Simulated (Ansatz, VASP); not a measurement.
# FeO (Wuestite) in VASP and in Ansatz

Contents of INCAR:

```
SYSTEM = FeO
PREC = Accurate
ENCUT = 500
EDIFF = 1E-7
ISMEAR = 0
SIGMA = 0.02
LREAL = .FALSE.
LASPH = .TRUE.
NELM = 120
ALGO = Normal
ISIF = 2
LWAVE = .FALSE.
LCHARG = .FALSE.
ISPIN = 2
MAGMOM = 3 0
LORBIT = 11
LMAXMIX = 4
GGA = PE
NBANDS = 18
```

KPOINTS

```
Automatic mesh
0
G
  11 11 11
  0 0 0
```

POSCAR

```
FeO
1.0
    0.0000000000      2.1554000000      2.1554000000
    2.1554000000      0.0000000000      2.1554000000
    2.1554000000      2.1554000000      0.0000000000
Fe O
1 1
Cartesian
    0.0000000000      0.0000000000      0.0000000000
    2.1554000000      2.1554000000      2.1554000000
```

File input.yaml:

```yaml
crystal:
  lattice:
    - [0.0, 2.1554, 2.1554]
    - [2.1554, 0.0, 2.1554]
    - [2.1554, 2.1554, 0.0]
  atoms:
    - { symbol: Fe, position: [0.0, 0.0, 0.0], spin: 3.0 }
    - { symbol: O, position: [0.5, 0.5, 0.5] }
hamiltonian:
  xc: pbe
  pseudopotentials: { kind: paw }
magnetization:
  spin_polarized: true
kpoints:
  mp_grid: { grid: [11, 11, 11] }
scf:
  occupations: { method: gaussian, width: 0.02 }
output:
  forces: true
  stress: true
  eigenvalues: true
```

Alike in both runs: task single point; functional PBE; k mesh 11 × 11 × 11; occupations gaussian, width 0.02 eV; collinear spin, ferromagnetic start.

|  | VASP | Ansatz |
| --- | --- | --- |
| version | VASP 6.6.1 | Ansatz 0.2.0 |
| potentials or method | VASP PAW PBE potentials, release 64 (Fe, O) | Ansatz PAW |
| plane-wave cutoff (eV) | 500 | 420 |
| valence electrons in the cell | 14 | 22 |

|  | VASP | Ansatz | Ansatz less VASP |
| --- | --- | --- | --- |
| gap on the k mesh at the Fermi level (eV) | none | none | - |
| pressure (GPa) | -0.2 | -0.3 | -0.04 |
| net moment per atom (μB) | 2.00 | 2.00 | +0.001 |
| size of the moment on the site where the two differ most (μB) | 3.62 | 3.45 | -0.169 |

Site moments also hang on the region over which each program counts them. A gap of «none» marks a metal or a gap that the smearing closes. The two sets of potentials don't hold the same shells in valence.

Caveats: a cell with one magnetic atom can't hold antiferromagnetic order, which such compounds often take; semilocal functionals often make such compounds metallic where correlation or magnetic order opens a gap, which also shifts bond lengths; the pressure holds a Pulay correction of +0.6 GPa for the finite cutoff (Ansatz). With open d or f shells a metallic result of PBE can be an artefact of self-interaction; +U or a hybrid may open a gap.
